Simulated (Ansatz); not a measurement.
# A computed series for ZnTe: pressure series

Take ZnTe in the zinc blende structure (space group F-43m, No. 216) as the base.

```
CELL_PARAMETERS angstrom
      0.00000     3.05735     3.05735
      3.05735     0.00000     3.05735
      3.05735     3.05735     0.00000
ATOMIC_POSITIONS crystal
  Te 0.75000 0.75000 0.75000
  Zn 0.00000 0.00000 0.00000
```

Cell and atoms are relaxed at each pressure.

Level of theory: r2SCAN/PAW in Ansatz (an electronic-structure program), scalar-relativistic without spin-orbit coupling, earlier PAW set.

**Question.** Only one of these has a direct gap. Which?
(A) pressure 3 GPa
(B) pressure 7 GPa
(C) pressure 30 GPa

**Answer.** A, pressure 3 GPa. Computed: pressure 7 GPa: indirect, Γ → Γ–X (86 % along); pressure 3 GPa: direct at Γ; pressure 30 GPa: indirect, Γ → Γ–X (87 % along)

With Te present, leaving out spin-orbit coupling can change the band edges. Load acts through the strain it causes; cell and atoms are relaxed under it. Stability against distortions was not tested. Measured, ZnTe leaves this structure (for cinnabar) near 9.5 GPa (temperature not stated; as listed in Datta, Sujoy, Jana, Debnarayan, arXiv (2020)), on rising pressure, with hysteresis.
